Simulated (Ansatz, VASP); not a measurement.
**Two plane-wave programs on Si**

```
Si
1.0
     0.00000    2.73512    2.73512
     2.73512    0.00000    2.73512
     2.73512    2.73512    0.00000
Si
2
Cartesian
  2.7351 2.7351 2.7351
  4.1027 4.1027 4.1027
```

Alike in both runs: task single point; functional PBE; k mesh 14 × 14 × 14; occupations gaussian, width 0.05 eV; no spin polarisation.

|  | VASP | Ansatz |
| --- | --- | --- |
| version | VASP 6.6.1 | Ansatz 0.2.0 |
| potentials or method | VASP PAW PBE potentials, release 64 (Si) | scalar-relativistic, plane waves, PAW |
| plane-wave cutoff (eV) | 520 | 600 |
| valence electrons in the cell | 8 | 8 |

```tsv
	VASP	Ansatz	Ansatz less VASP
gap on the k mesh at the Fermi level (eV)	0.61	0.61	-0.002
least direct gap on the mesh (eV)	2.56	2.55	-0.005
pressure (GPa)	-0.1	0.0	+0.07
```

The functional is the same, so the differences come from potentials, cutoffs and numerics.

A k mesh can miss the band edges. As with any semilocal functional, this PBE gap is likely too small.
